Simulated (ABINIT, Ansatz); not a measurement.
# CaSe (Fm-3m): zone-centre phonons, part 2 of 2

Aim: the zone-centre modes of CaSe (Fm-3m).

ABINIT 10.8.3; DFT LDA, scalar-relativistic, plane waves, PseudoDojo norm-conserving pseudopotentials.

So far. Step 3 (Self-consistent run for the response): The cell stands at -0.30 GPa: the relaxation ran with a smoothed and higher cutoff and on another k mesh. Step 5 (Linear response at Γ): The acoustic modes at Γ come out as far as 1.0 cm⁻¹ from zero, where they should vanish, a small numerical error; the Born charges miss their sum rule by 0.0018 e, which is good. The relaxed cell has a = 5.790 Å (conventional setting).

The database entry behind the starting cell differs from later determinations by our own check (0.1 to 0.3 % short, probably kX units), so it need not match the best structure at ambient conditions.

## (6) Modes with the sum rule

anaddb reads the merged derivatives, imposes the acoustic sum rule and charge neutrality, and adds the LO-TO term along chosen directions.

File anaddb.abi:

```
ddb_filepath "gamma_DDB"
output_file "anaddb.abo"
outdata_prefix "anaddb"
asr 1
chneut 1
enunit 2
eivec 1
nph1l 1
qph1l 0.0 0.0 0.0 1.0
dieflag 1
nph2l 3
qph2l 
    1.0 0.0 0.0 0.0
    0.0 0.0 1.0 0.0
    1.0 1.0 1.0 0.0
```

File mrgddb.in:

```
gamma_DDB
merged
2
dfpt_gammao_DS2_DDB
gso_DDB
```

Command:

```
mrgddb < mrgddb.in > mrgddb.log
OMP_NUM_THREADS=1 anaddb anaddb.abi > anaddb.log
```

anaddb.abo, the main output file:

```text
[banners, grids, parts of the stress and lines that vanish by symmetry left out]
-outvars_anaddb: echo values of input variables ----------------------

 Flags :
[...]
Dielectric Tensor and Effective Charges
[...]
Effective charge tensors after
[...]
Phonon wavevector (reduced coordinates) :  0.00000  0.00000  0.00000
 Phonon energies in Hartree :
[...]
Phonon energies in meV     :
-  0.000000E+00  0.000000E+00  0.000000E+00  2.376250E+01  2.376250E+01
-  2.376250E+01
 Phonon frequencies in cm-1    :
-  0.000000E+00  0.000000E+00  0.000000E+00  1.916575E+02  1.916575E+02
-  1.916575E+02
 Phonon frequencies in Thz     :
-  0.000000E+00  0.000000E+00  0.000000E+00  5.745748E+00  5.745748E+00
-  5.745748E+00
 Phonon energies in Kelvin  :
-  0.000000E+00  0.000000E+00  0.000000E+00  2.757524E+02  2.757524E+02
-  2.757524E+02
[...]
-  1  0.00000000E+00  0.00000000E+00 -2.14672383E-03
-     0.00000000E+00  0.00000000E+00  0.00000000E+00
-  2  0.00000000E+00  0.00000000E+00 -2.14673099E-03
-     0.00000000E+00  0.00000000E+00  0.00000000E+00
[...]
-  1  0.00000000E+00  2.14672383E-03  0.00000000E+00
-     0.00000000E+00  0.00000000E+00  0.00000000E+00
-  2  0.00000000E+00  2.14673099E-03  0.00000000E+00
-     0.00000000E+00  0.00000000E+00  0.00000000E+00
[...]
-  1  2.14672383E-03  0.00000000E+00  0.00000000E+00
-     0.00000000E+00  0.00000000E+00  0.00000000E+00
-  2  2.14673099E-03  0.00000000E+00  0.00000000E+00
-     0.00000000E+00  0.00000000E+00  0.00000000E+00
[...]
-  1  0.00000000E+00  3.87402233E-07  3.01320148E-03
-     0.00000000E+00  0.00000000E+00  0.00000000E+00
-  2  0.00000000E+00 -1.96634434E-07 -1.52941598E-03
-     0.00000000E+00  0.00000000E+00  0.00000000E+00
[...]
-  1  0.00000000E+00  3.01320148E-03 -3.87403554E-07
-     0.00000000E+00  0.00000000E+00  0.00000000E+00
-  2  0.00000000E+00 -1.52941598E-03  1.96635104E-07
-     0.00000000E+00  0.00000000E+00  0.00000000E+00
[...]
-  1  3.01320150E-03  0.00000000E+00  0.00000000E+00
-     0.00000000E+00  0.00000000E+00  0.00000000E+00
-  2 -1.52941599E-03  0.00000000E+00  0.00000000E+00
-     0.00000000E+00  0.00000000E+00  0.00000000E+00
[...]
-     1          0.000000    -0.000000     0.000006     0.000006
-     2         -0.000000    -0.000006    -0.000000     0.000006
-     3         -0.000006     0.000000     0.000000     0.000006
-     4          0.000044     0.000406     3.158548     3.158548
-     5          0.000100     3.158548    -0.000406     3.158548
-     6          3.158548    -0.000100    -0.000044     3.158548
[...]
-   1     Real    0.0000E+00  0.0000E+00  0.0000E+00  0.0000E+00  0.0000E+00  0.0000E+00  0.0000E+00
[...]
-   2     Real    0.0000E+00  0.0000E+00  0.0000E+00  0.0000E+00  0.0000E+00  0.0000E+00  0.0000E+00
[...]
-   3     Real    0.0000E+00  0.0000E+00  0.0000E+00  0.0000E+00  0.0000E+00  0.0000E+00  0.0000E+00
[...]
-   4     Real    2.1676E-14  1.8830E-12  1.1392E-04  2.0203E-13  1.5714E-09  1.4646E-08  1.1392E-04
[...]
-   5     Real    1.1514E-13  1.1392E-04  1.8830E-12  3.6216E-09 -4.6563E-13 -1.4646E-08  1.1392E-04
[...]
-   6     Real    1.1392E-04  1.1515E-13  2.1663E-14 -3.6218E-09 -1.5709E-09  4.9946E-14  1.1392E-04
[...]
Phonon at Gamma, with non-analyticity in the
[...]
Phonon energies in Hartree :
[...]
Phonon energies in meV     :
-  0.000000E+00  0.000000E+00  0.000000E+00  2.376250E+01  2.376250E+01
-  3.321705E+01
 Phonon frequencies in cm-1    :
-  0.000000E+00  0.000000E+00  0.000000E+00  1.916575E+02  1.916575E+02
-  2.679136E+02
 Phonon frequencies in Thz     :
-  0.000000E+00  0.000000E+00  0.000000E+00  5.745748E+00  5.745748E+00
-  8.031847E+00
 Phonon energies in Kelvin  :
-  0.000000E+00  0.000000E+00  0.000000E+00  2.757524E+02  2.757524E+02
-  3.854679E+02
[...]
-  1  0.00000000E+00  0.00000000E+00 -2.14672383E-03
-     0.00000000E+00  0.00000000E+00  0.00000000E+00
-  2  0.00000000E+00  0.00000000E+00 -2.14673099E-03
-     0.00000000E+00  0.00000000E+00  0.00000000E+00
[...]
Phonon at Gamma, with non-analyticity in the
[...]
Phonon energies in Hartree :
[...]
Phonon energies in meV     :
-  0.000000E+00  0.000000E+00  0.000000E+00  2.376250E+01  2.376250E+01
-  3.321705E+01
 Phonon frequencies in cm-1    :
-  0.000000E+00  0.000000E+00  0.000000E+00  1.916575E+02  1.916575E+02
-  2.679136E+02
 Phonon frequencies in Thz     :
-  0.000000E+00  0.000000E+00  0.000000E+00  5.745748E+00  5.745748E+00
-  8.031847E+00
 Phonon energies in Kelvin  :
-  0.000000E+00  0.000000E+00  0.000000E+00  2.757524E+02  2.757524E+02
-  3.854679E+02
[...]
Phonon at Gamma, with non-analyticity in the
[...]
Phonon energies in Hartree :
[...]
Phonon energies in meV     :
-  0.000000E+00  0.000000E+00  0.000000E+00  2.376250E+01  2.376250E+01
-  3.321705E+01
 Phonon frequencies in cm-1    :
-  0.000000E+00  0.000000E+00  0.000000E+00  1.916575E+02  1.916575E+02
-  2.679136E+02
 Phonon frequencies in Thz     :
-  0.000000E+00  0.000000E+00  0.000000E+00  5.745748E+00  5.745748E+00
-  8.031847E+00
 Phonon energies in Kelvin  :
-  0.000000E+00  0.000000E+00  0.000000E+00  2.757524E+02  2.757524E+02
-  3.854679E+02
[...]
-  1  1.38225655E-04 -2.11686331E-03 -3.28953528E-04
-     0.00000000E+00  0.00000000E+00  0.00000000E+00
-  2  1.38227369E-04 -2.11686912E-03 -3.28953372E-04
-     0.00000000E+00  0.00000000E+00  0.00000000E+00
[...]
-  1  2.14096695E-03  1.25009934E-04  9.51853019E-05
-     0.00000000E+00  0.00000000E+00  0.00000000E+00
-  2  2.14097281E-03  1.25009069E-04  9.51843373E-05
-     0.00000000E+00  0.00000000E+00  0.00000000E+00
[...]
-  1  3.68770668E-04  1.92219906E-03 -2.29096973E-03
-     0.00000000E+00  0.00000000E+00  0.00000000E+00
-  2 -1.87177578E-04 -9.75653961E-04  1.16283154E-03
-     0.00000000E+00  0.00000000E+00  0.00000000E+00
[...]
-  1  2.43247413E-03 -1.53560183E-03 -8.96872298E-04
-     0.00000000E+00  0.00000000E+00  0.00000000E+00
-  2 -1.23465518E-03  7.79428127E-04  4.55227052E-04
-     0.00000000E+00  0.00000000E+00  0.00000000E+00
[...]
Direction                     Dielectric constant
[...]
0.00000   0.00000   1.00000     11.74284383
   1.00000   1.00000   1.00000     11.74284383
-
```

Elapsed: 0.7 s, on 1 thread of Intel Xeon at 2.70GHz, shared host.

Read from the output:

| Quantity | Value |
| --- | --- |
| mean static dielectric constant | 11.74 |
| highest mode moved by the LO-TO term | 267.9 cm⁻¹ |

No LO-TO term; unit eigenvectors of the mass-weighted matrix, from anaddb's displacements. Modes at Γ, with each element's share of the kinetic energy:

```csv
mode,frequency (cm⁻¹),symmetry,Ca %,Se %
1,0.0,acoustic,34,66
2,0.0,acoustic,34,66
3,0.0,acoustic,34,66
4,191.7,T1u,66,34
5,191.7,T1u,66,34
6,191.7,T1u,66,34
```

Displacements in mode 4 (191.7 cm⁻¹), the largest set to 1:
```
Ca1  0.00  0.00  1.00
Se2  0.00  0.00 -0.51
```

Trace of the oscillator strength, degenerate modes summed. Lines of the infrared spectrum (strongest = 100):

```csv
position (cm⁻¹),lines merged,"IR intensity, relative"
192,3,100
```

Static dielectric tensor (ions relaxed, fixed cell):

```
11.74  0.00  0.00
 0.00 11.74  0.00
 0.00  0.00 11.74
```

The rule moves no optical mode by more than 0.1 cm⁻¹.

## (7) A second program

The same cell, potentials and cutoff go through another code, on another k mesh. Its k mesh is centred on Γ.

This step: DFT LDA, scalar-relativistic, plane waves, PseudoDojo norm-conserving pseudopotentials (Ansatz 0.2.0).

File input.yaml:

```yaml
crystal:
  lattice:
    - [0.0, 2.894839181, 2.894839181]
    - [2.894839181, 0.0, 2.894839181]
    - [2.894839181, 2.894839181, 0.0]
  atoms:
    - { symbol: Ca, position: [0.0, 0.0, 0.0] }
    - { symbol: Se, position: [0.5, 0.5, 0.5] }
kpoints:
  mp_grid: { grid: [8, 8, 8] }
hamiltonian:
  xc: lda
  pseudopotentials: { kind: nc, accuracy: standard }
scf:
  occupations: { method: fixed }
output:
  eigenvalues: true
basis:
  ecutwfc: 1061.244
phonons:
  method: dfpt
  dielectric: true
  rigid_motions: translations
```

Command:

```
ansatz run input.yaml --threads 4 --pin off --max-ram 8192MiB --backend cpu --events-out ev --progress --plain --runs-dir out
```

The log of the run:

```text
Warning: basis.ecutwfc = 1061.244 eV is below the records' recommended 1170.089609 eV, and the density's cutoff is lower with it unless basis.ecutrho_ratio is high enough to keep the records' density cutoff: compare with a run at a higher cutoff
Engine: ansatz 0.2.0, x86_64-unknown-linux-gnu
Pseudopotentials: kind: nc
Pseudopotential: Ca, nc, valence charge 10, recommended cutoff 979.609905 eV (normal), Ca.nc.azcp (PseudoDojo's, or run here from an input of PseudoDojo's; its table is named by hamiltonian.pseudopotentials.accuracy)
Pseudopotential: Se, nc, valence charge 16, recommended cutoff 1170.089609 eV (normal), Se.nc.azcp (PseudoDojo's, or run here from an input of PseudoDojo's; its table is named by hamiltonian.pseudopotentials.accuracy)
Functional definition: SPW92
  exchange = slater_x
  correlation = pw_c
Crystal: 2 atoms, lattice volume = 48.518 Å³
Basis set: ecut = 1061.244 eV, 3839 PW (Γ), exchange–correlation on 90×90×90 points (8 copies of the dense FFT grid, shifted against one another)
Bands: 17, of which v1, the nominal top of the filled ones, is band 13 counted from 1 (12 counted from 0)
Symmetry: 48 space group operations
k-points: 59 of 512 (irreducible under 8 space group operations, time reversal used)
Non-local potential: Ca, projectors of the file, l = 0: 2, l = 1: 2, l = 2: 2
Non-local potential: Se, projectors of the file, l = 0: 2, l = 1: 2, l = 2: 2
Initial density: superposition of atomic densities (chi_scale 0.1, normalization cell, long waves kept (reshape's long-wave potential 0.00 eV rms))
Initial wavefunctions: pseudopotential atomic-orbital guess
Functional: x = slater, c = lda
SCF iter   1: F=—  HF=-4355.800316 eV  |F-HF|=—  |Δ(HF+E_count)|=         —  Δρ=7.95e-2  dr2=4.90e0  ethr=3.10e-3  ⟨swp⟩=7.0  Hψ=5321  notcnv=0  defer=82
preconditioner: auto → none  [insulator: Δε(μ)=0.012 eV  Ē_g=7.012 eV  n_scr=14 (ndim 8)  ℏωp=15.1 eV  f_vac=0.000  ε∞_Penn≈5.6]
SCF iter   2: F=—  HF=-4354.329379 eV  |F-HF|=—  |Δ(HF+E_count)|=    1.47e0  Δρ=2.87e-2  dr2=6.31e-1  ethr=3.10e-3  ⟨swp⟩=5.0  Hψ=3025  notcnv=0  defer=84
SCF iter   3: F=—  HF=-4354.122932 eV  |F-HF|=—  |Δ(HF+E_count)|=   2.06e-1  Δρ=1.08e-2  dr2=4.27e-2  ethr=2.43e-3  ⟨swp⟩=3.1  Hψ=1556  notcnv=0  defer=76
SCF iter   4: F=—  HF=-4354.117199 eV  |F-HF|=—  |Δ(HF+E_count)|=   5.73e-3  Δρ=2.79e-3  dr2=4.97e-3  ethr=1.64e-4  ⟨swp⟩=3.7  Hψ=1905  notcnv=0  defer=107
SCF iter   5: F=—  HF=-4354.115364 eV  |F-HF|=—  |Δ(HF+E_count)|=   1.84e-3  Δρ=7.91e-4  dr2=4.51e-4  ethr=1.91e-5  ⟨swp⟩=3.5  Hψ=1800  notcnv=0  defer=107
SCF iter   6: F=—  HF=-4354.115177 eV  |F-HF|=—  |Δ(HF+E_count)|=   1.87e-4  Δρ=7.01e-5  dr2=4.05e-6  ethr=1.74e-6  ⟨swp⟩=3.1  Hψ=1716  notcnv=0  defer=112
SCF iter   7: F=—  HF=-4354.115192 eV  |F-HF|=—  |Δ(HF+E_count)|=   1.49e-5  Δρ=1.54e-5  dr2=1.33e-7  ethr=1.56e-8  ⟨swp⟩=2.1  Hψ=1393  notcnv=0  defer=111
SCF iter   8: F=—  HF=-4354.115285 eV  |F-HF|=—  |Δ(HF+E_count)|=   9.29e-5  Δρ=3.70e-6  dr2=1.21e-8  ethr=5.11e-10  ⟨swp⟩=2.7  Hψ=1645  notcnv=0  defer=42
SCF iter   9: F=—  HF=-4354.115285 eV  |F-HF|=—  |Δ(HF+E_count)|=   4.90e-9  Δρ=4.33e-7  dr2=1.81e-10  ethr=4.64e-11  ⟨swp⟩=2.3  Hψ=1353  notcnv=0  defer=42
SCF iter  10: F=-4354.115285 eV  HF=-4354.115285 eV  |F-HF|=5.46e-12  |Δ(HF+E_count)|=  7.55e-11  Δρ=5.31e-8  dr2=5.62e-13  ethr=1.00e-12  ⟨swp⟩=12.1  Hψ=7582  notcnv=0
SCF 1 converged in 10 iterations: F = -4354.115285 eV  dr2 = 5.62e-13
DFPT response loops at Γ: preconditioner auto → none (the input reference at scf.mixing.eps_inf says where Resta's filter doesn't serve); β = 0.50; Broyden in place of MSR1
── the response to a field inside a basis, on 8×8×8 k-points: an SCF that follows is theirs, and a resumed run solves both again ──
Bands: 14, of which v1, the nominal top of the filled ones, is band 13 counted from 1 (12 counted from 0)
k-points: 60 of 512 (irreducible under 12 space group operations)
Initial density: handed on by an earlier stage of this run
Initial wavefunctions: pseudopotential atomic-orbital guess (no wavefunctions were taken with the density)
Eigensolver: Dense (60 Hₖ)
SCF iter   1: F=—  HF=-4354.110336 eV  |F-HF|=—  |Δ(HF+E_count)|=         —  Δρ=3.14e-4  dr2=7.64e-6  ethr=1.00e-1
preconditioner: auto → none  [insulator: Δε(μ)=1.932 eV  Ē_g=7.714 eV  n_scr=14 (ndim 8)  ℏωp=15.1 eV  f_vac=0.000  ε∞_Penn≈4.8]
SCF iter   2: F=—  HF=-4354.110332 eV  |F-HF|=—  |Δ(HF+E_count)|=   3.37e-6  Δρ=1.26e-4  dr2=9.46e-7  ethr=2.94e-8
SCF iter   3: F=-4354.110332 eV  HF=-4354.110332 eV  |F-HF|=1.92e-8  |Δ(HF+E_count)|=   2.88e-7  Δρ=1.97e-5  dr2=4.15e-8  ethr=3.64e-9
SCF 1 converged in 3 iterations: F = -4354.110332 eV  dr2 = 4.15e-8
DFPT response loops at Γ: mixed as the last ones told, above
SCF converged after 10 iterations
Free energy (F): -4354.115285 eV
Harris-Foulkes:  -4354.115285 eV  (|F-HF|=5.46e-12)
Internal energy: -4354.115285 eV  (E = F + TS)
E sigma→0 (E₀):  -4354.115285 eV
Fermi energy:    7.916974 eV
--- Per-component energies (eV) ---
  E_band       = -490.826402
  E_kinetic    = 2493.049692
  E_local      = -3439.511050  (includes V_loc(G=0)·N_el)
  E_nonlocal   = -1297.926244
  E_hartree    = 1202.963562
  E_xc         = -849.288098
  E_vxc        = -652.365890  (∫ρ·V_xc dr)
  E_ewald      = -2463.403147
  E_smearing   = -0.000000  (= −TS)
  E_closure    = -0.000000  (closes the sum)
  Σ components = -4354.115285   (vs F -4354.115285, Δ=0.00e0)
--- Band table (eV; the first three rows and the last of 59) ---
  k-point 0: bands = [... 9 lower, -4.1836, 7.9170, 7.9170, 7.9170, 11.3619, 11.4380, 11.4380, 11.4380]
  k-point 1: bands = [... 9 lower, -4.0736, 7.0717, 7.6339, 7.6339, 11.4121, 11.6708, 11.6708, 12.3435]
  k-point 2: bands = [... 9 lower, -3.7940, 5.7265, 7.1067, 7.1067, 11.5228, 12.2343, 12.2343, 13.6779]
  k-point 58: bands = [... 9 lower, -3.4186, 5.7640, 5.7640, 6.0642, 12.2252, 12.2252, 13.1992, 13.7634]
--- Phonons (Γ-DFPT): 2 representative perturbations + reference, on 59 of 512 k-points (Σ response iterations 6) ---
  k mesh reduced under 8 symmetry operations, with k and −k counted as one. Each operation leaves every solved perturbation unchanged. A smaller set is not considered because the run solves the response to a homogeneous field
  ASR residual: 2.484e-5 → 0.000e0 eV/Å²; symmetrization residual: 1.578e-5 eV/Å²
  ASR residual per site (eV/Å²): 9.13e-6 2.48e-5
  Γ frequencies (cm⁻¹): 0.00 0.00 0.00 191.59 191.59 191.59
  ε∞ (high-frequency dielectric tensor):
        6.013263     0.000000    -0.000000
        0.000000     6.013263     0.000000
       -0.000000     0.000000     6.013263
  ε⁰ (static dielectric tensor: ions relaxed, cell fixed):
       11.757218    -0.000000    -0.000000
       -0.000000    11.757218     0.000000
       -0.000000     0.000000    11.757218
  ε⁰ − ε∞ (ionic part):
        5.743955    -0.000000    -0.000000
       -0.000000     5.743955     0.000000
       -0.000000     0.000000     5.743955
  softest optical mode at Γ: 191.59 cm⁻¹; the repairs (sum rule, projections) moved no ω² at Γ by more than (0.85 cm⁻¹)²
  Born effective charges Z* (e; rows j = field, columns β = displacement):
    site 0:
         2.35098   -0.00000    0.00000
        -0.00000    2.35098   -0.00000
        -0.00000   -0.00000    2.35098
    site 1:
        -2.35098    0.00000   -0.00000
         0.00000   -2.35098    0.00000
         0.00000    0.00000   -2.35098
  Z* charge neutrality: 4.341e-5 e pre-enforcement
  solved inside a basis spanned on kpoints, on 8×8×8 k-points, its susceptibility summed on 12×12×12: ε∞ is read to err by 1.7e-2, Z* by 1.7e-2 e (field_mesh: kpoints solves on kpoints); Z* is corrected for what the basis lacks
  optical modes at Γ without the LO–TO term, one row a degenerate level:
      ω (cm⁻¹)  modes    IR ((D/Å)²/amu)
        191.59      3            14.3891
  optical modes at Γ + LO–TO along q̂ = [1.0000, 0.0000, 0.0000]:
      ω (cm⁻¹)  modes    IR ((D/Å)²/amu)
        191.59      2             9.5927
        267.90      1             4.7964
  optical modes at Γ + LO–TO along q̂ = [0.0000, 1.0000, 0.0000]:
      ω (cm⁻¹)  modes    IR ((D/Å)²/amu)
        191.59      2             9.5927
        267.90      1             4.7964
  optical modes at Γ + LO–TO along q̂ = [0.0000, 0.0000, 1.0000]:
      ω (cm⁻¹)  modes    IR ((D/Å)²/amu)
        191.59      2             9.5927
        267.90      1             4.7964
```

It took 39 s on 4 threads; peak memory 0.98 GiB; 2.3 min of CPU time.

This step gave:

| Property | Result |
| --- | --- |
| sum-rule residual before enforcement | 2.48e-5 eV/Å² |
| miss of the charge sum rule | 4.34e-5 e |
| estimated error of the dielectric tensor | 0.01685 |
| estimated error of the Born charges | 0.01706 e |
| highest optical zone-centre mode (no LO-TO term) | 191.6 cm⁻¹ |
| lowest optical zone-centre mode | 191.6 cm⁻¹ |
| mean high-frequency dielectric constant | 6.013 |
| largest Born charge in size (third of the trace) | 2.351 e |
| mean static dielectric constant | 11.76 |

Transverse modes. Infrared lines, with heights relative to the strongest:

```csv
position (cm⁻¹),label,"IR intensity ((D/Å)²/amu), degenerate modes summed, relative"
192,T1u,100
```

## (8) The two compared: ABINIT PseudoDojo and Ansatz, PseudoDojo

Worked out from the results:

| Property | Result |
| --- | --- |
| root-mean-square difference | 0.07 cm⁻¹ |
| largest difference | 0.07 cm⁻¹ |

Frequencies side by side, by row:

| q (reciprocal lattice) | mode | ABINIT PseudoDojo (cm⁻¹) | Ansatz, PseudoDojo (cm⁻¹) |
| --- | --- | --- | --- |
| 0 0 0 | 1 | 0 | 0 |
| 0 0 0 | 2 | 0 | 0 |
| 0 0 0 | 3 | 0 | 0 |
| 0 0 0 | 4 | 191.7 | 191.6 |
| 0 0 0 | 5 | 191.7 | 191.6 |
| 0 0 0 | 6 | 191.7 | 191.6 |

The two runs side by side. Further quantities:

```csv
quantity,ABINIT PseudoDojo,"Ansatz, PseudoDojo"
mean ε∞,6.01,6.013
"largest Born charge in size (e; the first before, the second after the charge sum rule)",2.35,2.351
summed IR intensity ((D/Å)²/amu),14.37,14.39
```

At the zone centre the largest difference (acoustic modes at Γ apart) is 0.04 % of the highest mode.

## (9) Results

```
space group after relaxation                                           : Fm-3m
volume per atom                                                        : 24.3 Å³
highest optical zone-centre mode (no LO-TO term)                       : 191.7 cm⁻¹
highest mode moved by the LO-TO term                                   : 267.9 cm⁻¹
mean high-frequency dielectric constant                                : 6.01
largest Born charge in size (third of the trace)                       : 2.35 e
mean static dielectric constant                                        : 11.7
imaginary optical modes at the zone centre (no q mesh in this session) : none
largest difference from Ansatz, PseudoDojo                             : 0.07 cm⁻¹
```

In words: At the LDA level the optical modes of CaSe (Fm-3m) at the zone centre (no LO-TO term) lie at 192 cm⁻¹. Along the directions run, the highest mode that the macroscopic field moves lies at 268 cm⁻¹. Lattice motion raises the mean dielectric constant from 6.010 to 11.74. The Born charge of Ca is 2.350 e against a formal charge of +2, somewhat above it. The Lyddane-Sachs-Teller relation holds: (ωLO/ωTO)² is 1.95 and ε₀/ε∞ is 1.95. ABINIT PseudoDojo and Ansatz, PseudoDojo agree to 0.07 cm⁻¹ (0.04 % of the highest mode compared) on all solved modes but the acoustic ones at Γ, without the LO-TO term. These are harmonic frequencies at zero temperature: anharmonic shifts and linewidths and thermal expansion are left out. Ansatz warns that the cutoff lies 9 % under the one recommended for these files; agreement at one cutoff is not convergence.

[Host names and launcher messages were left out of these logs when they were recorded.]

[Logs are printed without paths, hosts, clocks, repeated set-up lines and the standing remarks that a program may print on its own settings, such as how far it seeks lower states.]

[Hosts, paths, dates, database ids (printed as entryN), source tags and the programs' standing remarks are cut or masked in the printed files.]
